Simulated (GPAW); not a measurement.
Consider Si vacancy in ScSi2.

```cif
data_structure
_symmetry_space_group_name_H-M 'P 1'
_symmetry_Int_Tables_number 1
_cell_length_a 6.3393
_cell_length_b 6.3393
_cell_length_c 7.7400
_cell_angle_alpha 90.000
_cell_angle_beta 90.000
_cell_angle_gamma 60.000
_cell_volume 269.37
loop_
_atom_site_label
_atom_site_type_symbol
_atom_site_fract_x
_atom_site_fract_y
_atom_site_fract_z
_atom_site_occupancy
Sc1 Sc 0.00000 0.01006 0.99417 1
Sc2 Sc 0.34339 0.32328 0.99417 1
Sc3 Sc 0.00000 0.01006 0.50583 1
Sc4 Sc 0.65661 0.66667 0.99417 1
Sc5 Sc 0.34339 0.32328 0.50583 1
Sc6 Sc 0.65661 0.66667 0.50583 1
Si7 Si 0.33333 0.00000 0.25000 1
Si8 Si 0.00000 0.66667 0.75000 1
Si9 Si 0.66667 0.33333 0.25000 1
Si10 Si 0.33333 0.00000 0.75000 1
Si11 Si 0.66667 0.33333 0.75000 1
Si12 Si 0.25820 0.66667 0.25000 1
Si13 Si 0.74179 0.92487 0.25000 1
Si14 Si 0.33311 0.66667 0.75000 1
Si15 Si 0.00000 0.40846 0.25000 1
Si16 Si 0.66689 0.99978 0.75000 1
Si17 Si 0.00000 0.33356 0.75000 1
```

Absorber: atom 13, with 2 Si at 2.39 Å (bent, 100°). Method: GPAW, PBE, excited-electron core hole (neutral cell), 17-atom cell with 6.3 Å between holes, 5×5×4 k points, dipole transitions, Gaussian full width 0.9 eV up to 4 eV, rising linearly to 3.5 eV at 25 eV.

Where do the maxima of the Si K edge fall?

Main maxima up to 24 eV above the zero (height): 1.0 eV (1.19), 5.8 eV (1.67) and 10.7 eV (0.95). A K edge sees empty p states on the absorber. The total-energy difference is 1836.30 eV. The tabulated edge of the element is 1839 eV. The functional leaves an error of a few eV in such absolute values.

The Si K spectrum (energy from the lowest empty level; intensity scaled to a mean of 1 over the first 20 eV):

```tsv
E (eV)	isotropic	ε ∥ x	ε ∥ y	ε ∥ z
-2.0	0.00	0.00	0.00	0.00
-1.5	0.00	0.00	0.00	0.00
-1.0	0.01	0.01	0.01	0.00
-0.5	0.13	0.14	0.17	0.09
0.0	0.64	0.70	0.80	0.41
0.5	1.11	1.26	1.46	0.61
1.0	1.19	1.19	1.73	0.64
1.5	1.17	1.00	1.66	0.84
2.0	1.11	0.96	1.54	0.82
2.5	1.21	1.11	1.70	0.83
3.0	1.32	1.23	1.64	1.09
3.5	1.32	1.29	1.40	1.28
4.0	1.34	1.28	1.14	1.60
4.5	1.36	1.47	1.12	1.48
5.0	1.44	1.78	1.28	1.26
5.5	1.62	2.00	1.51	1.36
6.0	1.64	1.79	1.57	1.57
6.5	1.47	1.46	1.43	1.52
7.0	1.29	1.31	1.35	1.21
7.5	1.11	1.10	1.17	1.05
8.0	0.95	0.87	0.96	1.02
8.5	0.86	0.78	0.82	0.97
9.0	0.85	0.86	0.80	0.89
9.5	0.88	1.00	0.82	0.83
10.0	0.92	1.11	0.82	0.83
10.5	0.95	1.13	0.80	0.90
11.0	0.94	1.03	0.81	0.98
11.5	0.91	0.87	0.86	1.00
12.0	0.89	0.80	0.90	0.97
12.5	0.87	0.82	0.89	0.90
13.0	0.85	0.85	0.86	0.83
13.5	0.82	0.85	0.85	0.76
14.0	0.79	0.81	0.85	0.71
14.5	0.77	0.77	0.85	0.68
15.0	0.76	0.77	0.85	0.67
15.5	0.77	0.79	0.83	0.68
16.0	0.77	0.81	0.82	0.69
16.5	0.76	0.79	0.79	0.69
17.0	0.74	0.76	0.76	0.70
17.5	0.71	0.71	0.73	0.70
18.0	0.70	0.69	0.72	0.69
18.5	0.69	0.68	0.71	0.69
19.0	0.69	0.68	0.71	0.67
19.5	0.69	0.69	0.71	0.66
20.0	0.70	0.72	0.72	0.65
20.5	0.72	0.78	0.73	0.65
21.0	0.76	0.85	0.75	0.68
21.5	0.81	0.94	0.77	0.71
22.0	0.85	1.02	0.79	0.76
22.5	0.90	1.08	0.81	0.80
23.0	0.92	1.10	0.83	0.83
23.5	0.93	1.09	0.84	0.86
24.0	0.93	1.05	0.85	0.89
24.5	0.93	0.99	0.86	0.92
25.0	0.92	0.94	0.87	0.96
25.5	0.92	0.88	0.87	1.01
```

The hole lies in one spin channel, while the script sums the empty states of both and takes the lower zero; where the two channels are split, this blurs and shifts the curve. The starting moments shrank to 0.00 μB or less, so this is hardly a magnetic state. In so small a cell the defects form an ordered array, and no site is far from one. The holes are only 6.3 Å apart, so the shape is probably not converged with cell size; no larger cell was run here. The mesh is coarse (0.23 Å⁻¹ between points), so small maxima may be mesh ripples.

[Banner, clock and machine lines of the logs are left out without a mark of their own.]

[Logs are printed without paths, hosts, clocks, repeated set-up lines and the standing remarks that a program may print on its own settings, such as how far it seeks lower states.]

[Hosts, paths, dates, database ids (printed as entryN), source tags and the programs' standing remarks are cut or masked in the printed files.]

[Lists of maxima count a maximum above −3 eV only where it reaches 4 % of the highest in the window and stands out from its surroundings by 2 % of it (1.5 % where it reaches 55 %); shoulders and weaker maxima are passed over, and of the rest the first, up to two pre-edge ones and the few strongest are named.]
